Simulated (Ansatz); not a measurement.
# Lanthanum (fcc) across density functionals

All rows: Ansatz, plane waves with scalar-relativistic PAW, 420 eV (500 eV for the SCAN forms), relaxed under each functional, no dispersion correction, no zero-point motion. B₀ comes from uniform scaling at fixed shape; a dash is a value not given.

```
functional  V (Å³/atom)         cell  B₀ (GPa)     magnetic state  ΔE to dhcp (meV/atom)
       PBE        37.32  a = 5.305 Å         -  spin not included                      4
    r²SCAN        37.42  a = 5.309 Å         -  spin not included                     10
    PBEsol        34.00  a = 5.142 Å        29  spin not included                     -1
       LDA        31.98  a = 5.039 Å        32  spin not included                     -4
    revPBE        38.66  a = 5.367 Å        24  spin not included                      5
      RPBE        39.20  a = 5.393 Å        24  spin not included                      6
      BLYP        40.03  a = 5.430 Å        25  spin not included                      5
```

LDA gives the smallest volume and BLYP the largest.
